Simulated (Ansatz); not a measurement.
# Si (Fd-3m) at 3 levels of theory

One geometry, relaxed with PBE; plane waves with PAW potentials in Ansatz, scalar-relativistic. No spin polarisation. Gaps are the least over mesh and band path; pressure is positive in compression.

```yaml
crystal:
  lattice:
    - [3.20088, -1.93410, 0.98715]
    - [3.20088, 1.93410, 0.98715]
    - [0.27160, 0.00000, 6.69374]
  atoms:
    - { symbol: Si, position: [0.06250, 0.56250, 0.81250] }
    - { symbol: Si, position: [0.43750, 0.93750, 0.68750] }
    - { symbol: Si, position: [0.93750, 0.43750, 0.18750] }
    - { symbol: Si, position: [0.56250, 0.06250, 0.31250] }
```

| level | cutoff (eV) | k mesh | gap (eV) | pressure (GPa) |
| --- | --- | --- | --- | --- |
| PBE | 420 | 8×8×4 | 0.61 | 0.0 |
| r2SCAN | 500 | 8×8×4 | 0.80 | -1.3 |
| PBEsol | 420 | 8×8×4 | 0.50 | -1.8 |

The cell was reached from a generator's guess, though it ends in a space group that the Crystallography Open Database lists for this formula.
